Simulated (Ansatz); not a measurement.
**CaS (Fm-3m): G0W0 against its settings**

A 2-atom cell of CaS started from a crystallographic database, relaxed with r2SCAN; one-shot G0W0 in Ansatz without spin-orbit coupling. The values are computed, spin-unpolarised, and not measurements.

Space group Fm-3m (No. 225). a = 5.696 Å, b = 5.696 Å, c = 5.696 Å, α = 90.00°, β = 90.00°, γ = 90.00°
```json
{"atom": "Ca", "site": "4a", "symmetry": "m-3m", "x": "0.0000", "y": "0.0000", "z": "0.0000"}
{"atom": "S", "site": "4b", "symmetry": "m-3m", "x": "0.5000", "y": "0.0000", "z": "0.0000"}
```

Gaps are read over the mesh points alone. G0W0 values are finite-basis, finite-mesh values.
```json
{"start": "PBE", "potentials": "PAW", "frequency model": "contour deformation", "mesh": "6×6×6", "empty bands": "104", "screening cutoff (eV)": "100", "Kohn-Sham gap (eV)": "2.36", "G0W0 gap (eV)": "4.03"}
{"start": "PBE", "potentials": "PAW", "frequency model": "contour deformation", "mesh": "6×6×6", "empty bands": "253", "screening cutoff (eV)": "180", "Kohn-Sham gap (eV)": "2.36", "G0W0 gap (eV)": "4.17"}
{"start": "PBE", "potentials": "PAW", "frequency model": "contour deformation", "mesh": "6×6×6", "empty bands": "491", "screening cutoff (eV)": "260", "Kohn-Sham gap (eV)": "2.36", "G0W0 gap (eV)": "4.21"}
{"start": "HSE06", "potentials": "PAW", "frequency model": "contour deformation", "mesh": "6×6×6", "empty bands": "253", "screening cutoff (eV)": "180", "Kohn-Sham gap (eV)": "3.41", "G0W0 gap (eV)": "4.60"}
{"start": "r2SCAN", "potentials": "PAW", "frequency model": "contour deformation", "mesh": "6×6×6", "empty bands": "253", "screening cutoff (eV)": "180", "Kohn-Sham gap (eV)": "2.80", "G0W0 gap (eV)": "4.43"}
{"start": "PBE0", "potentials": "PAW", "frequency model": "contour deformation", "mesh": "6×6×6", "empty bands": "253", "screening cutoff (eV)": "180", "Kohn-Sham gap (eV)": "4.11", "G0W0 gap (eV)": "4.81"}
{"start": "PBE", "potentials": "PAW", "frequency model": "Godby-Needs pole", "mesh": "6×6×6", "empty bands": "253", "screening cutoff (eV)": "180", "Kohn-Sham gap (eV)": "2.36", "G0W0 gap (eV)": "4.14"}
{"start": "PBE", "potentials": "PAW", "frequency model": "contour deformation", "mesh": "8×8×8", "empty bands": "75", "screening cutoff (eV)": "80", "Kohn-Sham gap (eV)": "2.36", "G0W0 gap (eV)": "3.97"}
{"start": "PBE", "potentials": "norm-conserving", "frequency model": "contour deformation", "mesh": "6×6×6", "empty bands": "253", "screening cutoff (eV)": "180", "Kohn-Sham gap (eV)": "2.37", "G0W0 gap (eV)": "4.11"}
```

G0W0 moves the gap on the mesh from 2.36 eV (PBE) to 4.21 eV (Γ to X). Renormalisation factors Z lie between 0.75 and 0.80.

Raising bands and cutoff together moves the gap by +0.14 eV (100 to 180 eV), then +0.04 eV (180 to 260 eV); the last step is still large, so the basis limit isn't reached. Starting from HSE06 (3.41 eV against PBE's 2.36 eV) gives 4.60 eV, +0.43 eV from G0W0@PBE at the same screening cutoff. Starting from r2SCAN (2.80 eV against PBE's 2.36 eV) gives 4.43 eV, +0.26 eV from G0W0@PBE at the same screening cutoff. Starting from PBE0 (4.11 eV against PBE's 2.36 eV) gives 4.81 eV, +0.64 eV from G0W0@PBE at the same screening cutoff. The Godby-Needs plasmon pole differs from contour deformation by -0.03 eV. Norm-conserving potentials (wave cutoff 925 eV against 420 eV) shift the quasiparticle gap by -0.06 eV and the PBE gap by +0.01 eV. r2SCAN runs take a wave cutoff of 500 eV.
